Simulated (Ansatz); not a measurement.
# Stack of 1T-CdBrI under 1T-NbTe2, upper layer turned by 180° in a perpendicular field

Wanted: the out-of-plane response of the stack of 1T-CdBrI under 1T-NbTe2, upper layer turned by 180°. A positive field points along +c.

Program: Ansatz 0.2.0. Level of theory: plane-wave DFT, PBE-D3(BJ), Ansatz PAW. Results are calculated unless marked as measured.

### 1. The structure

The cell holds 6 atoms: 1 I, 1 Cd, 1 Br, 2 Te and 1 Nb. Its edges and angles: a = 4.154 Å, b = 4.154 Å, c = 48.564 Å, α = 90.0°, β = 90.0°, γ = 120.0°. Regions: layer 1: 1T-CdBrI, 3 atoms (1 I, 1 Cd and 1 Br); layer 2: 1T-NbTe2, 3 atoms (2 Te and 1 Nb). Vacuum lies along c.

### 2. Relaxing the slab

The starting cell is a guess, so the in-plane lattice and the atoms are relaxed first, with the slab cut off from its images along the normal.

input.yaml reads:

```yaml
crystal:
  lattice:
    - [4.153864, 0.0, 0.0]
    - [-2.076932, 3.5973517479, 0.0]
    - [0.0, 0.0, 48.5636154581]
  atoms:
    - { symbol: I, position: [0.6666666667, 0.3333333333, 0.4097717975] }
    - { symbol: Cd, position: [0.0, 0.0, 0.4376829092] }
    - { symbol: Br, position: [0.3333333333, 0.6666666667, 0.4563036807] }
    - { symbol: Te, position: [0.6666666667, 0.3333333333, 0.5232262105] }
    - { symbol: Nb, position: [0.3333333333, 0.6666666667, 0.5567272065], spin: 1.0 }
    - { symbol: Te, position: [0.0, 0.0, 0.5902282025] }
  periodic: [true, true, false]
magnetization:
  spin_polarized: true
kpoints:
  mp_grid: { grid: [12, 12, 1] }
hamiltonian:
  xc: pbe
  dispersion: d3bj
scf:
  occupations: { method: fermi_dirac, width: 0.05 }
  convergence: { dr2_threshold: 1.0e-09 }
relax:
  f_tol: 0.004
  max_steps: 90
  cell: {}
output:
  write_potential: true
  write_density: true
  volumetric_format: npy
```

Run with:

```bash
$ ansatz run input.yaml --threads 4 --pin off --max-ram 12288MiB --backend cpu --events-out ev --progress --plain --runs-dir out
```

Numbers of over 12 decimals in the logs are rounded to 6 here.

The log of the run:

```text
Warning: relax.cell: scf.convergence.dr2_threshold = 1e-9 eV is looser than the 1.70419074511e-10 eV advised for a relaxation that steers and ends on the stress (1e-10 eV for each atom of the cell: 6, times the square of relax.cell.stress_2d_tol = 0.05 N/m over 18.8 Å (the atoms' height at the walk's start and 5 Å past either face), 2.665e-2 GPa, over a crystal's default 0.05). What an SCF threshold leaves in a stress goes as its square root, and in the free energy as the threshold itself, and one threshold admits the most on a small cell: [figures from the program's tests cut] Set scf.convergence.dr2_threshold to 1.70419074511e-10 eV or tighter. [rest of the remark cut]
Engine: ansatz 0.2.0, x86_64-unknown-linux-gnu
Pseudopotentials: kind: paw
Pseudopotential: I, paw, valence charge 17, recommended cutoff 420 eV (normal), I.paw.azcp
Pseudopotential: Cd, paw, valence charge 20, recommended cutoff 420 eV (normal), Cd.paw.azcp
Pseudopotential: Br, paw, valence charge 7, recommended cutoff 420 eV (normal), Br.paw.azcp
Pseudopotential: Te, paw, valence charge 16, recommended cutoff 420 eV (normal), Te.paw.azcp
Pseudopotential: Nb, paw, valence charge 13, recommended cutoff 420 eV (normal), Nb.paw.azcp
Functional definition: PBE
  parameter kappa = 0.804
  parameter beta = 0.066725
  exchange = pbe_x(kappa = kappa, mu = beta*pi^2/3)
  correlation = pbe_c(beta = beta)
Crystal: 6 atoms, lattice volume = 725.682 Å³
Basis set: ecut = 420 eV, 13969 PW (Γ), exchange–correlation on 60×60×720 points (8 copies of the dense FFT grid, shifted against one another)
Bands: 54, of which v1, the nominal top of the filled ones, is band 45 counted from 1 (44 counted from 0)
Symmetry: 6 space group operations
Space group: P3m1 (ITA 156), of the structure as read, at distance tolerance 9.0e-5 Å
Magnetic group: BNS 156.49 (UNI 1279), of the structure as read, at distance tolerance 9.0e-5 Å
k-points: 19 of 144 (time reversal used)
Non-local potential: I, projectors of the file, l = 0: 2, l = 1: 2, l = 2: 2, l = 3: 2
Non-local potential: Cd, projectors of the file, l = 0: 3, l = 1: 2, l = 2: 2, l = 3: 1
Non-local potential: Br, projectors of the file, l = 0: 2, l = 1: 2, l = 2: 2
Non-local potential: Te, projectors of the file, l = 0: 2, l = 1: 2, l = 2: 2, l = 3: 2
Non-local potential: Nb, projectors of the file, l = 0: 3, l = 1: 2, l = 2: 2, l = 3: 1
PAW form: soft (Blöchl's): semilocal exchange-correlation on the pseudo side does not see the compensation charge
PAW one-centre angular grid: I, 590 points (default); XC on 64 Gauss nodes
PAW one-centre angular grid: Cd, 590 points (default); XC on 64 Gauss nodes
PAW one-centre angular grid: Br, 110 points (default); XC on 64 Gauss nodes
PAW one-centre angular grid: Te, 590 points (default); XC on 64 Gauss nodes
PAW one-centre angular grid: Nb, 590 points (default); XC on 64 Gauss nodes
Starting moments: Σ|m| = 1 μB on 1 of 6 sites
Initial wavefunctions: pseudopotential atomic-orbital guess
Functional: x = pbe(κ = 0.804, μ = 0.219515), c = pbe(β = 0.066725)
SCF iter   1: F=—  HF=-37066.151400 eV  |F-HF|=—  |Δ(HF+E_count)|=         —  Δρ=9.21e-3 (↑9.21e-3 ↓8.64e-3)  dr2=4.24e0  dr2_m=1.50e-2  M=0.868 μB ∫|m|=0.999 μB  β_m=0.30  ethr=3.10e-3  ⟨swp⟩=17.7  Hψ=13580  notcnv=0  defer=15
Mixer restart at iter 1: flushing history
preconditioner: auto → LDOS  [metal: Δε(μ)=0.045 eV  Ē_g=9.097 eV  σ=0.050 eV  W_gap=0.22  n_scr=106 (ndim 8)  ℏωp=9.0 eV  f_vac=0.738  D(μ)=2.06/eV (n_scr^D=10)]
spin=Collinear: LDOS preconditioning applied to the charge; magnetization (m = ρ↑ − ρ↓) channel mixes plain (no charge-response kernel on spin).
SCF iter   2: F=—  HF=-37065.642707 eV  |F-HF|=—  |Δ(HF+E_count)|=   5.09e-1  Δρ=5.57e-3 (↑5.44e-3 ↓5.57e-3)  dr2=1.29e0  dr2_m=8.18e-3  M=0.853 μB ∫|m|=1.016 μB  β_m=0.44  ethr=3.10e-3  ⟨swp⟩=3.8  Hψ=3459  notcnv=0  defer=87
SCF iter   3: F=—  HF=-37065.721596 eV  |F-HF|=—  |Δ(HF+E_count)|=   7.89e-2  Δρ=2.62e-3 (↑2.24e-3 ↓2.62e-3)  dr2=3.57e-1  dr2_m=2.96e-3  M=0.856 μB ∫|m|=1.051 μB  β_m=0.40  ethr=1.45e-3  ⟨swp⟩=4.2  Hψ=4569  notcnv=0  defer=95
SCF iter   4: F=—  HF=-37065.690103 eV  |F-HF|=—  |Δ(HF+E_count)|=   3.15e-2  Δρ=1.70e-3 (↑1.37e-3 ↓1.70e-3)  dr2=6.83e-2  dr2_m=1.90e-3  M=0.863 μB ∫|m|=1.066 μB  β_m=0.43  ethr=4.01e-4  ⟨swp⟩=5.2  Hψ=4382  notcnv=0  defer=90
SCF iter   5: F=—  HF=-37065.699782 eV  |F-HF|=—  |Δ(HF+E_count)|=         —  Δρ=9.54e-4 (↑6.61e-4 ↓9.54e-4)  dr2=7.29e-3  dr2_m=2.33e-3  M=0.913 μB ∫|m|=1.151 μB  β_m=0.43  ethr=7.67e-5  ⟨swp⟩=3.9  Hψ=4083  notcnv=0  defer=90
SCF iter   6: F=—  HF=-37065.703859 eV  |F-HF|=—  |Δ(HF+E_count)|=   4.08e-3  Δρ=5.63e-4 (↑4.31e-4 ↓5.63e-4)  dr2=8.93e-4  dr2_m=1.36e-3  M=0.929 μB ∫|m|=1.184 μB  β_m=0.64  ethr=8.19e-6  ⟨swp⟩=3.0  Hψ=3543  notcnv=0  defer=91
SCF iter   7: F=—  HF=-37065.705946 eV  |F-HF|=—  |Δ(HF+E_count)|=   2.09e-3  Δρ=2.73e-4 (↑2.73e-4 ↓2.40e-4)  dr2=5.47e-4  dr2_m=3.96e-4  M=0.948 μB ∫|m|=1.228 μB  β_m=0.69  ethr=1.00e-6  ⟨swp⟩=3.3  Hψ=4256  notcnv=0  defer=91
SCF iter   8: F=—  HF=-37065.706173 eV  |F-HF|=—  |Δ(HF+E_count)|=   2.27e-4  Δρ=1.11e-4 (↑1.11e-4 ↓6.71e-5)  dr2=2.53e-4  dr2_m=3.93e-5  M=0.959 μB ∫|m|=1.258 μB  β_m=0.66  ethr=6.15e-7  ⟨swp⟩=3.0  Hψ=4248  notcnv=0  defer=91
SCF iter   9: F=—  HF=-37065.706167 eV  |F-HF|=—  |Δ(HF+E_count)|=   6.15e-6  Δρ=2.29e-5 (↑1.92e-5 ↓2.29e-5)  dr2=1.34e-5  dr2_m=1.42e-6  M=0.962 μB ∫|m|=1.269 μB  β_m=0.66  ethr=2.84e-7  ⟨swp⟩=2.9  Hψ=3628  notcnv=0  defer=93
SCF iter  10: F=—  HF=-37065.706174 eV  |F-HF|=—  |Δ(HF+E_count)|=   7.22e-6  Δρ=1.10e-5 (↑1.10e-5 ↓1.10e-5)  dr2=2.70e-6  dr2_m=4.82e-7  M=0.963 μB ∫|m|=1.271 μB  β_m=0.65  ethr=1.50e-8  ⟨swp⟩=3.1  Hψ=3984  notcnv=0  defer=93
SCF iter  11: F=—  HF=-37065.706176 eV  |F-HF|=—  |Δ(HF+E_count)|=   2.10e-6  Δρ=5.99e-6 (↑5.99e-6 ↓5.81e-6)  dr2=4.01e-7  dr2_m=1.67e-7  M=0.963 μB ∫|m|=1.272 μB  β_m=0.66  ethr=3.03e-9  ⟨swp⟩=3.0  Hψ=3985  notcnv=0  defer=93
SCF iter  12: F=—  HF=-37065.706177 eV  |F-HF|=—  |Δ(HF+E_count)|=   7.41e-7  Δρ=3.05e-6 (↑3.05e-6 ↓2.78e-6)  dr2=1.74e-7  dr2_m=2.78e-8  M=0.963 μB ∫|m|=1.273 μB  β_m=0.58  ethr=4.51e-10  ⟨swp⟩=3.1  Hψ=4497  notcnv=0  defer=93
SCF iter  13: F=—  HF=-37065.706177 eV  |F-HF|=—  |Δ(HF+E_count)|=   1.54e-7  Δρ=9.06e-7 (↑9.06e-7 ↓6.83e-7)  dr2=3.33e-9  dr2_m=3.26e-9  M=0.963 μB ∫|m|=1.274 μB  β_m=0.65  ethr=1.95e-10  ⟨swp⟩=3.0  Hψ=4377  notcnv=0  defer=93
[...]
SCF iter   1: F=—  HF=-37067.852561 eV  |F-HF|=—  |Δ(HF+E_count)|=         —  Δρ=5.45e-5 (↑5.45e-5 ↓5.45e-5)  dr2=1.10e-5  dr2_m=2.22e-10  M=0.000 μB ∫|m|=0.000 μB  β_m=0.65  ethr=1.52e-6  ⟨swp⟩=5.2  Hψ=21096  notcnv=0
spin=Collinear: LDOS preconditioning applied to the charge; magnetization (m = ρ↑ − ρ↓) channel mixes plain (no charge-response kernel on spin).
SCF iter   2: F=—  HF=-37067.852622 eV  |F-HF|=—  |Δ(HF+E_count)|=   6.09e-5  Δρ=1.94e-5 (↑1.94e-5 ↓1.94e-5)  dr2=3.09e-6  dr2_m=1.24e-10  M=0.000 μB ∫|m|=0.000 μB  β_m=0.52  ethr=1.24e-8  ⟨swp⟩=3.4  Hψ=4557  notcnv=0
SCF iter   3: F=—  HF=-37067.852623 eV  |F-HF|=—  |Δ(HF+E_count)|=   1.31e-6  Δρ=8.75e-6 (↑8.75e-6 ↓8.75e-6)  dr2=3.59e-7  dr2_m=1.03e-10  M=0.000 μB ∫|m|=0.000 μB  β_m=0.55  ethr=3.47e-9  ⟨swp⟩=2.9  Hψ=4037  notcnv=0
SCF iter   4: F=—  HF=-37067.852624 eV  |F-HF|=—  |Δ(HF+E_count)|=   5.39e-7  Δρ=1.87e-6 (↑1.87e-6 ↓1.87e-6)  dr2=1.34e-7  dr2_m=1.19e-10  M=0.000 μB ∫|m|=0.000 μB  β_m=0.48  ethr=4.03e-10  ⟨swp⟩=3.0  Hψ=4330  notcnv=0
SCF iter   5: F=—  HF=-37067.852624 eV  |F-HF|=—  |Δ(HF+E_count)|=  3.49e-10  Δρ=9.39e-7 (↑9.39e-7 ↓9.36e-7)  dr2=2.66e-8  dr2_m=1.06e-10  M=0.000 μB ∫|m|=0.000 μB  β_m=0.46  ethr=1.50e-10  ⟨swp⟩=2.9  Hψ=4008  notcnv=0
SCF iter   6: F=—  HF=-37067.852624 eV  |F-HF|=—  |Δ(HF+E_count)|=   1.13e-8  Δρ=4.88e-7 (↑4.88e-7 ↓4.83e-7)  dr2=8.89e-9  dr2_m=9.23e-11  M=0.000 μB ∫|m|=0.000 μB  β_m=0.41  ethr=2.99e-11  ⟨swp⟩=3.2  Hψ=3153  notcnv=0
SCF iter   7: F=—  HF=-37067.852624 eV  |F-HF|=—  |Δ(HF+E_count)|=   3.36e-9  Δρ=2.43e-7 (↑2.43e-7 ↓2.29e-7)  dr2=4.70e-10  dr2_m=7.97e-11  M=0.000 μB ∫|m|=0.000 μB  β_m=0.47  ethr=9.99e-12  ⟨swp⟩=2.5  Hψ=2776  notcnv=0
iter 8 met the thresholds in force, and the SCF goes on: an eigenvalue changes by 0.72 meV, over its tolerance of 0.05 meV (output.eigenvalues, Limitations)
SCF iter   8: F=-37067.852624 eV  HF=-37067.852624 eV  |F-HF|=2.55e-10  |Δ(HF+E_count)|=   1.83e-9  Δρ=8.75e-8 (↑7.50e-8 ↓8.75e-8)  dr2=6.08e-11  dr2_m=1.85e-11  M=0.000 μB ∫|m|=0.000 μB  β_m=0.73  ethr=1.00e-12  ⟨swp⟩=14.0  Hψ=15012  notcnv=0
SCF iter   9: F=-37067.852624 eV  HF=-37067.852624 eV  |F-HF|=2.04e-10  |Δ(HF+E_count)|=  6.98e-10  Δρ=4.97e-8 (↑4.27e-8 ↓4.97e-8)  dr2=1.03e-11  dr2_m=1.03e-11  M=0.000 μB ∫|m|=0.000 μB  ethr=1.00e-12  ⟨swp⟩=7.5  Hψ=11431  notcnv=0
the starting moments were not kept: the SCF closed with an absolute magnetisation of 7.1e-5 μB, where they sum to 1 μB in size (1 site). That is at most 0.1 of that sum. Measured as dr2_m measures the in/out step, that magnetisation stands 7.5e-10 eV from none, at or under the dr2_threshold of 1.0e-9 eV: it is no larger than a step whose dr2_m would equal this threshold.
SCF 11 converged in 9 iterations: F = -37067.852624 eV  dr2 = 1.03e-11
relax step  11: F+E_penalty+E_count = -37067.85262377 eV  Δ(F+E_penalty+E_count) = +4.094e-3 eV  max|allowed force component| = 8.693e-4 eV/Å  Δτ_max = 0.0000 Å  P = -0.023 N/m  Ω = 618.069 Å³  fix = [c, alpha, beta]  reactions: c -0.000 N/m  stress off target by 2.28e-2 N/m on what of the cell is left free  SCF on the basis re-selected at this cell (its energy is not comparable with the rows above)  (9 SCF iters)
basis re-selected at this cell: Δ(F+E_penalty+E_count) = +4.094e-3 eV, ΔP = -0.019 N/m vs the last step (what re-selecting the basis moved, of the pressure what is left beyond the Pulay correction that the steps carried, after the strain that the cell walked since its last selection, with what the two solves' SCF thresholds leave and, on support functions, any second-order correction that the steps lacked; it is no measure of the basis error at this ecutwfc). The dense FFT grid was sized anew with the basis: this SCF ran on 27×27×360 points, the steps before it on 30×30×360, so part of this shift can come from that change (see relax.cell in the input reference). [rest of the remark cut]
WARN: The output density's exchange-correlation potential varies sharply where the density is thin. Do not read a vacuum level from v_tot or v_xc, or from such a field of the output density. On a cell that repeats whose density bears no net charge and no dipole along the vacuum's axis use v_es (v_loc + v_h of the components); under efield.dipole_correction with no amplitude use v_es + v_field, which holds any externa [...]
SCF converged after 9 iterations
an eigenvalue changed by more than its tolerance at an iteration that met the thresholds in force, so the SCF went on 1 time: the last check found none over its tolerance
Magnetization: 0.0001 μB (44.5000 up, 44.5000 down)
Absolute magnetization: 0.0001 μB (∫|ρ↑−ρ↓|, with the PAW one-centre terms)
Spin contamination: 0.0000 ħ² per cell (⟨S²⟩ above its minimum at these occupations)
Per-site moments (μB) at R_I (Å): [(2.7706279332389717e-8, 1.207589), (1.6376998801184213e-8, 1.142550), (9.761367100060513e-8, 1.142550), (-2.5958977041377556e-6, 1.166336), (4.292868736540245e-5, 1.166336), (-3.1502598334707106e-6, 1.168886)]
Free energy (F): -37067.852624 eV
Harris-Foulkes:  -37067.852624 eV  (|F-HF|=2.04e-10)
Internal energy: -37067.834050 eV  (E = F + TS)
E sigma→0 (E₀):  -37067.843337 eV
Entropy (-TS):   -0.018574 eV (-3.096 meV/atom)
Fermi energy:    -4.494902 eV
--- Per-component energies (eV) ---
  E_band       = -2751.156661
  E_kinetic    = 1580.484806
  E_local      = -444101.581267  (includes V_loc(G=0)·N_el)
  E_nonlocal   = -485.980992
  E_hartree    = 221483.437675
  E_xc         = -991.917909
  E_vxc        = -873.100344  (∫ρ·V_xc dr)
  E_paw        = -23545.809044  (= ΣΔE_a)
  E_vpaw       = -1837.853811  (= ΣTr[D̂ρ^β])
  E_aug_tail   = -0.000414  (compensation charges beyond the density's cutoff)
  E_ewald      = 208995.663965
  E_disp       = -2.130870  (pairwise vdW)
  E_smearing   = -0.018574  (= −TS)
  E_closure    = -0.000000  (closes the sum)
  Σ components = -37067.852624   (vs F -37067.852624, Δ=0.00e0)
--- Forces (eV/Å), atoms counted from 1 ---
  atom   1  I      0.00000000    -0.00000000    -0.00048513
  atom   2  Cd     0.00000000    -0.00000000     0.00032602
  atom   3  Br     0.00000000     0.00000000    -0.00050618
  atom   4  Te    -0.00000000    -0.00000000    -0.00020164
  atom   5  Nb    -0.00000000    -0.00000000    -0.00000214
  atom   6  Te     0.00000000     0.00000000     0.00086932
  max |Σ_I F_I| component: 2.53e-7 eV/Å
--- 2D stress c σ (N/m, compression-positive) ---
       -0.022819       0.000000      -0.000000
        0.000000      -0.022819      -0.000000
       -0.000000      -0.000000      -0.000000
  P = ½ c Tr σ = -0.0228 N/m
--- Band table (eV; the first three rows and the last of 38) ---
  k-point 0 ↑: bands = [... 41 lower, -5.5285, -4.5694, -4.5694, -4.3532, -3.8897, -3.8897, -3.0593, -0.9746, ... 5 higher]
  k-point 1 ↑: bands = [... 41 lower, -5.6037, -5.0886, -4.8541, -4.4485, -3.7151, -3.6338, -2.8564, -1.4332, ... 5 higher]
  k-point 2 ↑: bands = [... 41 lower, -5.7909, -5.5014, -5.2471, -4.5877, -3.4807, -3.3413, -2.6131, -1.9332, ... 5 higher]
  k-point 18 ↓: bands = [... 41 lower, -7.0259, -6.9428, -6.7958, -3.6868, -3.4811, -3.4315, -3.0233, -1.6750, ... 5 higher]
  the weakly bound empty levels are not read free of the cell's end (no_gap_told)
--- Relaxed structure (10 steps of the walk, 9 accepted, 1 SCFs on fresh bases) ---
  F+E_penalty+E_count = -37067.85262377 eV   max|allowed force component| = 8.693e-4 eV/Å   (the final SCF, on the basis selected at the relaxed cell)
  cell:  # Å, volume = 618.0694 Å³
    - [3.833520, -1.1855093352577328e-17, 0]
    - [-1.916760, 3.319926, 0]
    - [0, 0, 48.5636154581]
  atoms:
    - { symbol: I, position: [0.666667, 0.333333, 0.388574] }
    - { symbol: Cd, position: [-4.176290837804415e-18, 0, 0.428030] }
    - { symbol: Br, position: [0.333333, 0.666667, 0.462322] }
    - { symbol: Te, position: [0.666667, 0.333333, 0.528705] }
    - { symbol: Nb, position: [0.333333, 0.666667, 0.564936] }
    - { symbol: Te, position: [4.821751345636968e-18, 0, 0.601373] }
```

Wall time 7.7 min (4 threads of Intel Xeon Platinum 8375C at 2.90GHz (Ice Lake), shared host); peak memory 2.2 GiB; 30 min of CPU time.

The steps of the relaxation:

```csv
step,energy less that of the first step (eV),largest force component (eV/Å),volume (Å³)
1,0.0000,3.6168,725.68
2,-1.0652,2.0673,728.69
3,-1.6133,0.7706,712.79
4,-1.8694,0.1391,685.75
5,-2.0603,0.2140,651.14
6,-2.1444,0.1269,622.09
7,-2.1428,0.2682,618.21
8,-2.1503,0.0271,618.75
9,-2.1505,0.0160,618.20
10,-2.1505,0.0007,618.07
11*,-2.1464,0.0009,618.07
```

Relaxation steps marked * repeat the geometry before them on a plane-wave basis chosen anew for their cell, so energy and pressure can jump there. Relaxation step 7 was tried and not accepted.

The run keeps the 6 symmetry operations that it works with, so distortions that break them were not tested.

```csv
cell as run,before,after,change
a (Å),4.154,3.834,-7.7 %
b (Å),4.154,3.834,-7.7 %
```

The atoms that moved most (Å, along periodic axes as changes of fractional coordinates times the final cell, across vacuum about the mean position):

```csv
atom,dx,dy,dz,length
I1,0.000,0.000,-1.029,1.029
Te6,0.000,0.000,0.541,0.541
Cd2,0.000,0.000,-0.469,0.469
Nb5,0.000,0.000,0.399,0.399
Br3,0.000,0.000,0.292,0.292
Te4,0.000,0.000,0.266,0.266
```

The relaxed structure:

```xyz
6
Lattice="3.8335 0.0000 0.0000 -1.9168 3.3199 0.0000 0.0000 0.0000 48.5636" Properties=species:S:1:pos:R:3
I     1.9168    1.1066   18.8706
Cd    0.0000    0.0000   20.7867
Br    0.0000    2.2133   22.4520
Te    1.9168    1.1066   25.6758
Nb    0.0000    2.2133   27.4354
Te    0.0000    0.0000   29.2048
```

Numbers from this step:

* energy at zero smearing: -37067.8433 eV

The lattice constant a goes from 4.154 to 3.834 Å.

[end of part 1 of 3]

[Logs are printed without paths, hosts, clocks, repeated set-up lines and the standing remarks that a program may print on its own settings, such as how far it seeks lower states.]

[Hosts, paths, dates, database ids (printed as entryN), source tags and the programs' standing remarks are cut or masked in the printed files.]

[Maps of the electrostatic potential energy from Ansatz leave out the sawtooth potential of an applied field or a dipole correction, so their vacuum need not be flat; planar profiles and work functions include it.]
